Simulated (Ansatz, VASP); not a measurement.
**GaN in VASP and in Ansatz**

```xyz
2
Lattice="0.0000 2.2535 2.2535 2.2535 0.0000 2.2535 2.2535 2.2535 0.0000" Properties=species:S:1:pos:R:3 pbc="T T T"
Ga    0.0000    0.0000    0.0000
N     3.3803    3.3803    3.3803
```

The cell is a database's computed one.

Alike in both runs: task single point; functional PBEsol; k mesh 8 × 8 × 8; no spin polarisation.

```csv
,VASP,Ansatz
version,VASP 6.6.1,Ansatz 0.2.0
potentials or method,"VASP PAW PBE potentials, release 64 (Ga_d, N)","plane waves, PAW"
plane-wave cutoff (eV),520,450
occupations,"gaussian, width 0.01 eV",fixed
valence electrons in the cell,18,18
```

Ansatz gave:

* pressure (GPa): -1.1

Problem. What did VASP give for the same quantities?

Solution. Pressure (GPa): -1.3.

Caveats: the PAW data sets were made with another functional, which shifts forces and pressure a little (VASP).
